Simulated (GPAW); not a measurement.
ZnS (Wurtzite-2H):

```
Zn S
1.0
     3.81100    0.00000    0.00000
    -1.90550    3.30042    0.00000
     0.00000    0.00000    6.23400
Zn S
2 2
Direct
  0.66667 0.33333 0.50000
  0.33333 0.66667 0.00000
  0.66667 0.33333 0.88500
  0.33333 0.66667 0.38500
```

Base run:

| Property | Result |
| --- | --- |
| Program | GPAW 26.7.0 |
| Functional | BEEF-vdW |
| Potentials or basis | GPAW PAW data sets (gpaw-data 1.2.1) |
| Cutoff | 600 eV |
| Basis | pw |
| k mesh | 6 × 6 × 3 |
| Occupations | fermi-dirac, width 0.05 eV |
| Spin | no spin polarisation |

Its results: band gap on the k mesh 2.46 eV, direct; largest force 0.355 eV/Å.

Question: The run is repeated on the same cell with these changes: functional from BEEF-vdW to TASK. What comes out?

Answer: Band gap on the k mesh 3.97 eV, direct; largest force 0.315 eV/Å.

Caveats: the PAW data sets were made with another functional, which shifts forces and pressure a little.

Not every run made on this cell is shown here.
